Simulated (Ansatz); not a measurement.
# Ga3Se: from a guess to a relaxed structure, part 2 of 2

Where does this trial cell of Ga3Se go when cell and atoms are let free?

Ansatz 0.2.0; DFT PBE, scalar-relativistic, plane waves, PAW.

**4. Final relaxation**

The end of the coarse run is made exact in the group found at a tolerance of 0.06 Å and reduced to its primitive cell.

Contents of input.yaml:

```yaml
crystal:
  lattice:
    - [0.0, 3.5049762541, 3.5049762541]
    - [3.5049762541, 0.0, 3.5049762541]
    - [3.5049762541, 3.5049762541, 0.0]
  atoms:
    - { symbol: Ga, position: [0.25, 0.25, 0.25] }
    - { symbol: Ga, position: [0.75, 0.75, 0.75] }
    - { symbol: Ga, position: [0.5, 0.5, 0.5] }
    - { symbol: Se, position: [0.0, 0.0, 0.0] }
basis:
  ecutwfc: 420
kpoints:
  mp_grid: { grid: [12, 12, 12] }
hamiltonian:
  xc: pbe
scf:
  occupations: { method: gaussian, width: 0.1 }
output:
  forces: true
  stress: true
  eigenvalues: true
relax:
  adjacent_minimum: "off"
  f_tol: 0.01
  max_steps: 80
  cell: { stress_tol: 0.05 }
```

Command:

```sh
$ ansatz run input.yaml --threads 1 --pin off --max-ram 2560MiB --backend cpu --events-out ev --progress --plain --runs-dir out
```

What it wrote:

```text
Warning: RAYON_NUM_THREADS=1 ignored (pool sized by the plan → 1); use --threads N
Engine: ansatz 0.2.0, x86_64-unknown-linux-gnu
Pseudopotentials: kind: paw
Pseudopotential: Ga, paw, valence charge 13, recommended cutoff 420 eV (normal), Ga.paw.azcp
Pseudopotential: Se, paw, valence charge 16, recommended cutoff 420 eV (normal), Se.paw.azcp
Functional definition: PBE
  parameter kappa = 0.804
  parameter beta = 0.06672455060314922
  exchange = pbe_x(kappa = kappa, mu = beta*pi^2/3)
  correlation = pbe_c(beta = beta)
Crystal: 4 atoms, lattice volume = 86.116 Å³
Basis set: ecut = 420 eV, 1687 PW (Γ), exchange–correlation on 72×72×72 points (8 copies of the dense FFT grid, shifted against one another)
Bands: 33, of which v1, the nominal top of the filled ones, is band 28 counted from 1 (27 counted from 0)
Symmetry: 48 space group operations
Space group: Fm-3m (ITA 225), of the structure as read, at distance tolerance 4.4e-5 Å
k-points: 72 of 1728
Non-local potential: Ga, projectors of the file, l = 0: 2, l = 1: 2, l = 2: 3, l = 3: 1
Non-local potential: Se, projectors of the file, l = 0: 2, l = 1: 2, l = 2: 3, l = 3: 1
PAW form: soft (Blöchl's): semilocal exchange-correlation on the pseudo side does not see the compensation charge
PAW one-centre angular grid: Ga, 590 points (default); XC on 64 Gauss nodes
PAW one-centre angular grid: Se, 590 points (default); XC on 64 Gauss nodes
Initial density: superposition of atomic densities (neutral atoms: chi_scale 0, normalization atom), corrected by the library's trained network
Initial wavefunctions: pseudopotential atomic-orbital guess
Functional: x = pbe(κ = 0.804, μ = 0.2195149727645171), c = pbe(β = 0.06672455060314922)
SCF iter   1: F=—  HF=-16817.892456 eV  |F-HF|=—  |Δ(HF+E_count)|=         —  Δρ=2.09e-3  dr2=7.42e-3  ethr=1.77e-3  ⟨swp⟩=5.9  Hψ=9096  notcnv=0
preconditioner: auto → Kerker (q_TF=auto, 2.532 Å⁻¹)  [metal: Δε(μ)=0.031 eV  Ē_g=14.336 eV  σ=0.100 eV  W_gap=0.17  n_scr=14 (ndim 8)  ℏωp=26.8 eV  f_vac=0.000  D(μ)=2.11/eV (n_scr^D=14)]
SCF iter   2: F=—  HF=-16817.890039 eV  |F-HF|=—  |Δ(HF+E_count)|=   2.42e-3  Δρ=9.95e-4  dr2=1.86e-3  ethr=1.35e-5  ⟨swp⟩=1.1  Hψ=2967  notcnv=0
SCF iter   3: F=—  HF=-16817.889787 eV  |F-HF|=—  |Δ(HF+E_count)|=   2.52e-4  Δρ=4.76e-4  dr2=2.08e-4  ethr=3.39e-6  ⟨swp⟩=2.0  Hψ=3907  notcnv=0
SCF iter   4: F=—  HF=-16817.889680 eV  |F-HF|=—  |Δ(HF+E_count)|=   1.07e-4  Δρ=2.05e-4  dr2=4.70e-5  ethr=3.78e-7  ⟨swp⟩=2.0  Hψ=3892  notcnv=0
SCF iter   5: F=—  HF=-16817.889679 eV  |F-HF|=—  |Δ(HF+E_count)|=   1.33e-6  Δρ=5.97e-5  dr2=3.14e-6  ethr=8.54e-8  ⟨swp⟩=2.0  Hψ=2691  notcnv=0
SCF iter   6: F=—  HF=-16817.889678 eV  |F-HF|=—  |Δ(HF+E_count)|=   5.39e-7  Δρ=1.29e-5  dr2=1.04e-7  ethr=5.71e-9  ⟨swp⟩=2.0  Hψ=4314  notcnv=0
SCF iter   7: F=—  HF=-16817.889678 eV  |F-HF|=—  |Δ(HF+E_count)|=   1.01e-8  Δρ=7.41e-6  dr2=3.74e-8  ethr=1.82e-10  ⟨swp⟩=7.3  Hψ=10987  notcnv=0
SCF iter   8: F=-16817.889678 eV  HF=-16817.889678 eV  |F-HF|=3.07e-8  |Δ(HF+E_count)|=   5.79e-8  Δρ=3.41e-6  dr2=6.91e-9  ethr=6.81e-11  ⟨swp⟩=4.1  Hψ=8406  notcnv=0
SCF 1 converged in 8 iterations: F = -16817.889678 eV  dr2 = 6.91e-9
relax step   1: F+E_penalty+E_count = -16817.88967819 eV  Δ(F+E_penalty+E_count) = +0.000e0 eV  max|allowed force component| = 1.388e-17 eV/Å  Δτ_max = 0.0000 Å  P = -0.833 GPa  Ω = 86.116 Å³  (8 SCF iters, dr2 threshold 1.00e-7 eV, accepted)
Crystal: 4 atoms, lattice volume = 84.425 Å³
Basis set: ecut = 420 eV, 1639 PW (Γ), exchange–correlation on 72×72×72 points (8 copies of the dense FFT grid, shifted against one another)
Initial density: handed on by an earlier stage of this run
Initial wavefunctions: those handed on with the density
iter 1 solved again at ethr=8.48e-6 eV; its pass at ethr=3.10e-3 eV (dr2=4.66e-3 eV) is discarded
SCF iter   1: F=—  HF=-16817.896458 eV  |F-HF|=—  |Δ(HF+E_count)|=         —  Δρ=1.47e-3  dr2=4.74e-3  ethr=8.48e-6  ⟨swp⟩=1.0  Hψ=10469  notcnv=0
preconditioner: auto → Kerker (q_TF=auto, 2.540 Å⁻¹)  [metal: Δε(μ)=0.050 eV  Ē_g=14.400 eV  σ=0.100 eV  W_gap=0.28  n_scr=14 (ndim 8)  ℏωp=27.1 eV  f_vac=0.000  D(μ)=1.97/eV (n_scr^D=14)]
SCF iter   2: F=—  HF=-16817.895577 eV  |F-HF|=—  |Δ(HF+E_count)|=   8.81e-4  Δρ=6.16e-4  dr2=9.47e-4  ethr=8.48e-6  ⟨swp⟩=1.7  Hψ=2473  notcnv=0
SCF iter   3: F=—  HF=-16817.895337 eV  |F-HF|=—  |Δ(HF+E_count)|=   2.40e-4  Δρ=2.27e-4  dr2=7.57e-5  ethr=1.72e-6  ⟨swp⟩=2.0  Hψ=4208  notcnv=0
SCF iter   4: F=—  HF=-16817.895323 eV  |F-HF|=—  |Δ(HF+E_count)|=   1.44e-5  Δρ=1.18e-4  dr2=7.79e-6  ethr=1.38e-7  ⟨swp⟩=3.0  Hψ=3937  notcnv=0
SCF iter   5: F=—  HF=-16817.895324 eV  |F-HF|=—  |Δ(HF+E_count)|=   6.48e-7  Δρ=3.66e-5  dr2=1.02e-6  ethr=1.42e-8  ⟨swp⟩=2.0  Hψ=3688  notcnv=0
SCF iter   6: F=-16817.895323 eV  HF=-16817.895323 eV  |F-HF|=5.28e-8  |Δ(HF+E_count)|=   8.90e-7  Δρ=1.61e-5  dr2=1.82e-7  ethr=7.27e-10  ⟨swp⟩=5.8  Hψ=10796  notcnv=0
SCF 2 converged in 6 iterations: F = -16817.895323 eV  dr2 = 1.82e-7
relax step   2: F+E_penalty+E_count = -16817.89532263 eV  Δ(F+E_penalty+E_count) = -5.644e-3 eV  max|allowed force component| = 1.191e-16 eV/Å  Δτ_max = 0.0000 Å  P = -0.161 GPa  Ω = 84.425 Å³  energy of the carried Pulay correction = +3.360e-4 eV  (6 SCF iters, dr2 threshold 4.00e-7 eV, accepted)
Crystal: 4 atoms, lattice volume = 84.030 Å³
iter 1 solved again at ethr=4.85e-7 eV; its pass at ethr=3.10e-3 eV (dr2=2.67e-4 eV) is discarded
SCF iter   1: F=—  HF=-16817.895650 eV  |F-HF|=—  |Δ(HF+E_count)|=         —  Δρ=3.47e-4  dr2=2.63e-4  ethr=4.85e-7  ⟨swp⟩=2.0  Hψ=10231  notcnv=0
preconditioner: auto → Kerker (q_TF=auto, 2.542 Å⁻¹)  [metal: Δε(μ)=0.044 eV  Ē_g=14.408 eV  σ=0.100 eV  W_gap=0.24  n_scr=14 (ndim 8)  ℏωp=27.2 eV  f_vac=0.000  D(μ)=1.98/eV (n_scr^D=14)]
SCF iter   2: F=—  HF=-16817.895602 eV  |F-HF|=—  |Δ(HF+E_count)|=   4.79e-5  Δρ=1.48e-4  dr2=5.45e-5  ethr=4.79e-7  ⟨swp⟩=1.7  Hψ=2468  notcnv=0
SCF iter   3: F=—  HF=-16817.895591 eV  |F-HF|=—  |Δ(HF+E_count)|=   1.06e-5  Δρ=5.40e-5  dr2=4.34e-6  ethr=9.91e-8  ⟨swp⟩=2.0  Hψ=4204  notcnv=0
SCF iter   4: F=—  HF=-16817.895590 eV  |F-HF|=—  |Δ(HF+E_count)|=   8.93e-7  Δρ=2.84e-5  dr2=4.87e-7  ethr=7.88e-9  ⟨swp⟩=3.0  Hψ=3882  notcnv=0
SCF iter   5: F=—  HF=-16817.895590 eV  |F-HF|=—  |Δ(HF+E_count)|=   4.05e-8  Δρ=8.66e-6  dr2=5.67e-8  ethr=1.17e-10  ⟨swp⟩=5.5  Hψ=10314  notcnv=0
SCF iter   6: F=-16817.895590 eV  HF=-16817.895590 eV  |F-HF|=3.50e-9  |Δ(HF+E_count)|=   5.11e-8  Δρ=3.94e-6  dr2=9.98e-9  ethr=1.03e-10  ⟨swp⟩=4.4  Hψ=8987  notcnv=0
SCF 3 converged in 6 iterations: F = -16817.895590 eV  dr2 = 9.98e-9
relax step   3: F+E_penalty+E_count = -16817.89559017 eV  Δ(F+E_penalty+E_count) = -2.675e-4 eV  max|allowed force component| = 1.735e-16 eV/Å  Δτ_max = 0.0000 Å  P = +0.008 GPa  Ω = 84.030 Å³  energy of the carried Pulay correction = +4.153e-4 eV  (6 SCF iters, dr2 threshold 6.45e-8 eV, accepted)
Initial wavefunctions: pseudopotential atomic-orbital guess (no wavefunctions were taken with the density)
iter 1 solved again at ethr=1.68e-8 eV; its pass at ethr=3.10e-3 eV (dr2=9.24e-6 eV) is discarded
SCF iter   1: F=—  HF=-16817.895146 eV  |F-HF|=—  |Δ(HF+E_count)|=         —  Δρ=2.63e-5  dr2=2.13e-7  ethr=1.68e-8  ⟨swp⟩=3.0  Hψ=15389  notcnv=0
preconditioner: auto → Kerker (q_TF=auto, 2.542 Å⁻¹)  [metal: Δε(μ)=0.048 eV  Ē_g=14.406 eV  σ=0.100 eV  W_gap=0.26  n_scr=14 (ndim 8)  ℏωp=27.2 eV  f_vac=0.000  D(μ)=2.00/eV (n_scr^D=14)]
SCF iter   2: F=—  HF=-16817.895152 eV  |F-HF|=—  |Δ(HF+E_count)|=   6.42e-6  Δρ=2.86e-5  dr2=3.22e-7  ethr=3.88e-10  ⟨swp⟩=2.0  Hψ=4322  notcnv=0
SCF iter   3: F=—  HF=-16817.895152 eV  |F-HF|=—  |Δ(HF+E_count)|=   2.18e-8  Δρ=7.58e-6  dr2=2.42e-8  ethr=3.88e-10  ⟨swp⟩=2.0  Hψ=3964  notcnv=0
SCF iter   4: F=—  HF=-16817.895152 eV  |F-HF|=—  |Δ(HF+E_count)|=   3.35e-8  Δρ=1.45e-6  dr2=1.78e-9  ethr=4.39e-11  ⟨swp⟩=2.0  Hψ=3997  notcnv=0
SCF iter   5: F=—  HF=-16817.895152 eV  |F-HF|=—  |Δ(HF+E_count)|=   2.52e-9  Δρ=6.52e-7  dr2=2.94e-10  ethr=3.23e-12  ⟨swp⟩=2.0  Hψ=4367  notcnv=0
SCF iter   6: F=-16817.895152 eV  HF=-16817.895152 eV  |F-HF|=3.64e-12  |Δ(HF+E_count)|=  7.28e-11  Δρ=2.26e-7  dr2=3.04e-11  ethr=1.00e-12  ⟨swp⟩=3.3  Hψ=10576  notcnv=0
SCF 4 converged in 6 iterations: F = -16817.895152 eV  dr2 = 3.04e-11
relax step   4: F+E_penalty+E_count = -16817.89515220 eV  Δ(F+E_penalty+E_count) = +4.380e-4 eV  max|allowed force component| = 1.758e-16 eV/Å  Δτ_max = 0.0000 Å  P = +0.011 GPa  Ω = 84.030 Å³  stress off target by 1.15e-2 GPa  SCF on the basis re-selected at this cell (its energy is not comparable with the rows above)  (6 SCF iters)
basis re-selected at this cell: Δ(F+E_penalty+E_count) = +4.380e-4 eV, ΔP = +0.003 GPa vs the last step (what re-selecting the basis moved, of the pressure what is left beyond the Pulay correction that the steps carried, after the strain that the cell walked since its last selection, with what the two solves' SCF thresholds leave and, on support functions, any second-order correction that the steps lacked; it is no measure of the basis error at this ecutwfc). This SCF's stress stands 1.15e-2 GPa from its target on what of the cell is left free (relax.cell.stress_tol is 5.00e-2 GPa) and its largest allowed force component is 1.76e-16 eV/Å (relax.f_tol is 1.00e-2 eV/Å): within both
SCF converged after 6 iterations
Free energy (F): -16817.895152 eV
Harris-Foulkes:  -16817.895152 eV  (|F-HF|=3.64e-12)
Internal energy: -16817.885175 eV  (E = F + TS)
E sigma→0 (E₀):  -16817.890164 eV
Entropy (-TS):   -0.009977 eV (-2.494 meV/atom)
Fermi energy:    9.089324 eV
--- Per-component energies (eV) ---
  E_band       = -505.177304
  E_kinetic    = 458.738007
  E_local      = -7718.796734  (includes V_loc(G=0)·N_el)
  E_nonlocal   = 669.228647
  E_hartree    = 3674.450275
  E_xc         = -311.667720
  E_vxc        = -271.179257  (∫ρ·V_xc dr)
  E_paw        = -7864.232564  (= ΣΔE_a)
  E_vpaw       = -992.067834  (= ΣTr[D̂ρ^β])
  E_aug_tail   = -0.000953  (compensation charges beyond the density's cutoff)
  E_ewald      = -5725.604132
  E_smearing   = -0.009977  (= −TS)
  E_closure    = -0.000000  (closes the sum)
  Σ components = -16817.895152   (vs F -16817.895152, Δ=0.00e0)
--- Forces (eV/Å), atoms counted from 1 ---
  atom   1  Ga    -0.00000000    -0.00000000    -0.00000000
  atom   2  Ga    -0.00000000     0.00000000     0.00000000
  atom   3  Ga     0.00000000    -0.00000000     0.00000000
  atom   4  Se     0.00000000    -0.00000000    -0.00000000
  max |Σ_I F_I| component: 1.39e-17 eV/Å
--- Stress (GPa, compression-positive) ---
        0.011457      -0.000000      -0.000000
       -0.000000       0.011457      -0.000000
       -0.000000      -0.000000       0.011457
  P = ⅓ Tr σ = 0.0115 GPa (0.115 kbar)
--- Band table (eV; the first three rows and the last of 72) ---
  k-point 0: bands = ["-39.0415", "-39.0415", "-39.0415", "-39.0408", "-39.0408", "-5.9261", "-5.9261", "-5.9261", "-5.9206", "-5.9206", "-5.7702", "-5.7702", "-5.7702", "-5.7373", "-5.7373", "-5.6799", "-5.6799", "-5.6799", "-5.6687", "-5.6687", "-4.6576", "1.6027", "6.1623", "6.1623", "6.1623", "6.4015", "8.5833", "8.9463", "8.9463", "8.9463", "10.0546", "10.0546", "10.0546"]
  k-point 1: bands = ["-39.0415", "-39.0415", "-39.0415", "-39.0408", "-39.0408", "-5.9272", "-5.9272", "-5.9271", "-5.9193", "-5.9193", "-5.7692", "-5.7681", "-5.7681", "-5.7370", "-5.7370", "-5.6838", "-5.6813", "-5.6813", "-5.6695", "-5.6695", "-4.6250", "1.5538", "5.8924", "6.1157", "6.1157", "6.4051", "8.0960", "8.9853", "8.9853", "9.3852", "10.0188", "10.0188", "10.7981"]
  k-point 2: bands = ["-39.0415", "-39.0415", "-39.0415", "-39.0407", "-39.0407", "-5.9300", "-5.9300", "-5.9300", "-5.9155", "-5.9155", "-5.7644", "-5.7622", "-5.7622", "-5.7358", "-5.7358", "-5.6961", "-5.6854", "-5.6854", "-5.6720", "-5.6720", "-4.5329", "1.4167", "5.1794", "6.0053", "6.0053", "6.7380", "7.3846", "8.9212", "8.9212", "10.1562", "10.1562", "10.3863", "12.1465"]
  k-point 71: bands = ["-39.0415", "-39.0415", "-39.0415", "-39.0408", "-39.0407", "-5.9421", "-5.9387", "-5.9360", "-5.9360", "-5.8877", "-5.7717", "-5.7530", "-5.7484", "-5.7484", "-5.7153", "-5.7011", "-5.7011", "-5.6935", "-5.6935", "-5.6658", "-3.9090", "2.1855", "2.1855", "2.3654", "6.5998", "7.5609", "7.8067", "7.8067", "11.3551", "11.3551", "14.1411", "14.2614", "14.5067"]
--- Relaxed structure (3 steps of the walk, 3 accepted, 1 SCFs on fresh bases) ---
  F+E_penalty+E_count = -16817.89515220 eV   max|allowed force component| = 1.758e-16 eV/Å   (the final SCF, on the basis selected at the relaxed cell)
  cell:  # Å, volume = 84.0301 Å³
    - [2.256592985271632e-34, 3.4764418852221217, 3.4764418852221217]
    - [3.4764418852221217, -2.7750868972127642e-34, 3.4764418852221217]
    - [3.4764418852221217, 3.4764418852221217, 1.847072361924652e-34]
  atoms:
    - { symbol: Ga, position: [0.25, 0.25, 0.25] }
    - { symbol: Ga, position: [0.75, 0.75, 0.75] }
    - { symbol: Ga, position: [0.5, 0.5, 0.5] }
    - { symbol: Se, position: [-2.3539112447110945e-35, 2.96921935123132e-35, 1.1089855408213367e-35] }
```

It took 23 s on 1 thread of Intel Xeon 6975P-C (Granite Rapids), shared host; peak memory 0.53 GiB.

Relaxation path:

```
step  E - E(step 1) (eV/cell)  largest force component (eV/Å)  pressure (GPa)  volume (Å³)
   1                   0.0000                          0.0000           -0.83        86.12
   2                  -0.0056                          0.0000           -0.16        84.42
   3                  -0.0059                          0.0000            0.01        84.03
   4                  -0.0055                          0.0000            0.01        84.03
```

Step 1 is the start. Step 4 repeats the geometry before it on a plane-wave basis chosen anew for that cell, so its energy need not be comparable with the rows above.

Lengths and angles in the start's conventional setting:

|  | before | after | change |
| --- | --- | --- | --- |
| a (Å) | 7.010 | 6.953 | -0.8 % |
| b (Å) | 7.010 | 6.953 | -0.8 % |
| c (Å) | 7.010 | 6.953 | -0.8 % |
| volume (Å³/atom) | 21.53 | 21.01 | -2.4 % |
| shortest distance (Å) | 3.035 | 3.011 | -0.8 % |
| space group (0.01 Å) | Fm-3m | Fm-3m | same |

Forces and stress were held to the start's 48 operations: a distortion of lower symmetry was not tested.

**5. Variant: n_extra_bands 16, accuracy high**

input.yaml, as its differences from that of step 4:

```diff
@@ -18,6 +18,7 @@
   occupations: { method: gaussian, width: 0.1 }
+  n_extra_bands: 16
 output:
   forces: true
+  eigenvalues: true
   stress: true
-  eigenvalues: true
 relax:
@@ -27 +28,2 @@
   cell: { stress_tol: 0.05 }
+accuracy: high
```

Command:

```sh
$ ansatz run input.yaml --threads 1 --pin off --max-ram 2560MiB --backend cpu --events-out ev --progress --plain --runs-dir out
```

What it wrote, cut to the lines that bear on the results:

```text
Warning: RAYON_NUM_THREADS=1 ignored (pool sized by the plan → 1); use --threads N
scf.n_extra_bands = 16 over 28 filled bands (N_el = 55.0): the run solves 44 bands
[...]
[... 4 set-up lines as earlier in the session ...]
[...]
Crystal: 4 atoms, lattice volume = 86.116 Å³
Basis set: ecut = 420 eV, 1687 PW (Γ), exchange–correlation on 80×80×80 points (8 copies of the dense FFT grid, shifted against one another)
Bands: 44, of which v1, the nominal top of the filled ones, is band 28 counted from 1 (27 counted from 0)
[... 2 set-up lines as earlier in the session ...]
k-points: 72 of 1728
[...]
  atom   4  Se    -0.00000000     0.00000000     0.00000000
[...]
--- Stress (GPa, compression-positive) ---
        0.011428      -0.000000      -0.000000
       -0.000000       0.011428      -0.000000
       -0.000000      -0.000000       0.011428
  P = ⅓ Tr σ = 0.0114 GPa (0.114 kbar)
--- Band table (eV; the first three rows and the last of 72) ---
[...]
--- Relaxed structure (3 steps of the walk, 3 accepted, 1 SCFs on fresh bases) ---
  F+E_penalty+E_count = -16817.89515219 eV   max|allowed force component| = 1.758e-16 eV/Å   (the final SCF, on the basis selected at the relaxed cell)
  cell:  # Å, volume = 84.0302 Å³
    - [1.7483495287872993e-33, 3.476442808717077, 3.476442808717077]
    - [3.476442808717077, 7.770442350165775e-34, 3.476442808717077]
    - [3.476442808717077, 3.476442808717077, 9.203515734417658e-34]
  atoms:
    - { symbol: Ga, position: [0.25, 0.25, 0.25] }
    - { symbol: Ga, position: [0.75, 0.75, 0.75] }
    - { symbol: Ga, position: [0.5, 0.5, 0.5] }
    - { symbol: Se, position: [5.287356868819147e-35, -3.312647131614702e-35, -2.2394353179166345e-35] }
```

It took 27 s on 1 thread of Intel Xeon 6975P-C (Granite Rapids), shared host; peak memory 0.59 GiB.

```csv
run,ending,energy change,pressure (GPa),gap (eV),force (eV/Å),cycles,time
step 4,converged,0,0.0,0.00,0.00,-,23 s
variant,converged,0.0 meV/atom,0.0,0.00,0.00,-,27 s
```

The changed input (band count and accuracy level) leaves the energy the same to the digits printed.

**6. Outcome**

What follows sums up all 2 parts. Changes of volume or cell count from the first structure of part 1.

| quantity | value |
| --- | --- |
| symmetry at the end (tolerance 0.05 Å) | space group Fm-3m (No. 225) |
| conventional cell | a = 6.953 Å, b = 6.953 Å, c = 6.953 Å, α = 90.00°, β = 90.00°, γ = 90.00° |
| volume | 21.01 Å³/atom |
| energy over the elements | +0.06 eV/atom |
| gap on the mesh | none (metal) |

In words: The space group Fm-3m (No. 225) is kept, and the volume per atom grows by 23.7 % from the first guess. The formation energy is positive, so the separate elements lie lower. No finished test with a distortion of lower symmetry is shown, so the end may be a saddle point. Spin polarisation is off in the runs that give these values; a magnetic solution could lie lower.
